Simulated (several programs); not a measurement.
## What each method gives for LiF (Fm-3m)

A 2-atom cell of LiF started from a crystallographic database, relaxed with r2SCAN in Ansatz, was computed with several methods. Space group Fm-3m (No. 225), cubic; a = 3.990 Å in the conventional setting, 7.94 Å³ an atom. Li is surrounded by 6 F at 1.99 Å; F is surrounded by 6 Li at 1.99 Å. Calculated for a static, non-magnetic cell.

Space group Fm-3m (No. 225). a = 3.990 Å, b = 3.990 Å, c = 3.990 Å, α = 90.00°, β = 90.00°, γ = 90.00°
```json
{"atom": "Li", "site": "4a", "symmetry": "m-3m", "x": "0.0000", "y": "0.0000", "z": "0.0000"}
{"atom": "F", "site": "4b", "symmetry": "m-3m", "x": "0.5000", "y": "0.0000", "z": "0.0000"}
```

Gaps and times are for a single point on this cell; volume and bulk modulus come from each method's own relaxation or energy curve at fixed shape. Times are rough, from shared hosts (Arm Neoverse N1; Arm Neoverse V1), and each method has its own mesh and cell size. Gaps from k meshes are read at a limited set of points (mesh, symmetry points, PBE's band edges), so each method's own least gap may be somewhat smaller. Force fields have no electrons; where one was fitted to this phase, its volume and modulus reflect the fit. Minimal bases can be far off for gaps. Times of the plane-wave rungs are withheld (a dash), since they come from other jobs, hosts and meshes; the meshes of hybrids and Hartree-Fock don't converge their gaps to the digits shown. GLLB-SC's gap includes the derivative discontinuity. G0W0 is at finite bands, cutoff and mesh. d marks a direct gap, i an indirect one (no mark: not told apart), a dash a value that wasn't computed or didn't pass its checks.

```json
{"method": "PBEsol", "kind": "semilocal", "gap (eV)": "–", "own volume (Å³/atom)": "8.05", "bulk modulus (GPa)": "–", "atoms computed": "2", "processor time": "–"}
{"method": "ffield.eim (LAMMPS)", "kind": "force field", "gap (eV)": "–", "own volume (Å³/atom)": "–", "bulk modulus (GPa)": "–", "atoms computed": "2", "processor time": "0.13 s"}
{"method": "light PBE (260 eV, its own mesh)", "kind": "light plane-wave", "gap (eV)": "9.36 i", "own volume (Å³/atom)": "–", "bulk modulus (GPa)": "–", "atoms computed": "2", "processor time": "0.45 s"}
{"method": "PBE", "kind": "semilocal", "gap (eV)": "9.35 d", "own volume (Å³/atom)": "8.41", "bulk modulus (GPa)": "68", "atoms computed": "2", "processor time": "–"}
{"method": "LDA", "kind": "semilocal", "gap (eV)": "9.10 d", "own volume (Å³/atom)": "7.47", "bulk modulus (GPa)": "–", "atoms computed": "2", "processor time": "–"}
{"method": "r2SCAN", "kind": "semilocal", "gap (eV)": "10.33 d", "own volume (Å³/atom)": "7.94", "bulk modulus (GPa)": "77", "atoms computed": "2", "processor time": "–"}
{"method": "GLLB-SC (GPAW)", "kind": "model potential", "gap (eV)": "14.98", "own volume (Å³/atom)": "–", "bulk modulus (GPa)": "–", "atoms computed": "2", "processor time": "4.8 s"}
{"method": "PBE/single zeta (GPAW)", "kind": "small basis", "gap (eV)": "7.21 d", "own volume (Å³/atom)": "–", "bulk modulus (GPa)": "–", "atoms computed": "2", "processor time": "4.8 s"}
{"method": "LC-ωPBE", "kind": "hybrid", "gap (eV)": "17.53 d", "own volume (Å³/atom)": "–", "bulk modulus (GPa)": "–", "atoms computed": "2", "processor time": "–"}
{"method": "G0W0@r2SCAN (180 eV screening cutoff)", "kind": "many-body", "gap (eV)": "14.18", "own volume (Å³/atom)": "–", "bulk modulus (GPa)": "–", "atoms computed": "2", "processor time": "–"}
{"method": "PBE/SZV (CP2K)", "kind": "small basis", "gap (eV)": "7.50 d", "own volume (Å³/atom)": "–", "bulk modulus (GPa)": "–", "atoms computed": "2", "processor time": "22 s"}
{"method": "G0W0@LDA (140 eV screening cutoff)", "kind": "many-body", "gap (eV)": "13.52", "own volume (Å³/atom)": "–", "bulk modulus (GPa)": "–", "atoms computed": "2", "processor time": "–"}
{"method": "G0W0@HSE06 (180 eV screening cutoff)", "kind": "many-body", "gap (eV)": "14.65", "own volume (Å³/atom)": "–", "bulk modulus (GPa)": "–", "atoms computed": "2", "processor time": "–"}
{"method": "PBE0", "kind": "hybrid", "gap (eV)": "12.43 d", "own volume (Å³/atom)": "–", "bulk modulus (GPa)": "–", "atoms computed": "2", "processor time": "–"}
{"method": "G0W0@PBE0 (180 eV screening cutoff)", "kind": "many-body", "gap (eV)": "14.86", "own volume (Å³/atom)": "–", "bulk modulus (GPa)": "–", "atoms computed": "2", "processor time": "–"}
{"method": "HSE06", "kind": "hybrid", "gap (eV)": "11.67 d", "own volume (Å³/atom)": "8.06", "bulk modulus (GPa)": "–", "atoms computed": "2", "processor time": "–"}
{"method": "DDH-PBE0", "kind": "hybrid", "gap (eV)": "15.38 d", "own volume (Å³/atom)": "–", "bulk modulus (GPa)": "–", "atoms computed": "2", "processor time": "–"}
{"method": "G0W0@PBE (260 eV screening cutoff)", "kind": "many-body", "gap (eV)": "13.81", "own volume (Å³/atom)": "–", "bulk modulus (GPa)": "–", "atoms computed": "2", "processor time": "–"}
{"method": "PBE/DZVP (CP2K)", "kind": "small basis", "gap (eV)": "9.31 d", "own volume (Å³/atom)": "8.54", "bulk modulus (GPa)": "60", "atoms computed": "2", "processor time": "47 s"}
{"method": "r2SCAN0", "kind": "hybrid", "gap (eV)": "13.07 d", "own volume (Å³/atom)": "–", "bulk modulus (GPa)": "–", "atoms computed": "2", "processor time": "–"}
```

Against HSE06 (11.67 eV) the nearest gap at the points sampled is that of PBE0 (+0.76 eV) and the farthest that of LC-ωPBE (+5.86 eV). HSE06 is only a yardstick of convenience: for gaps this wide it usually falls short of measured ones, so a larger value can be the better one.

Volumes against r2SCAN's: PBEsol +1.4 %, PBE +5.9 %, LDA -6.0 %, HSE06 +1.6 %, PBE/DZVP (CP2K) +7.5 %.
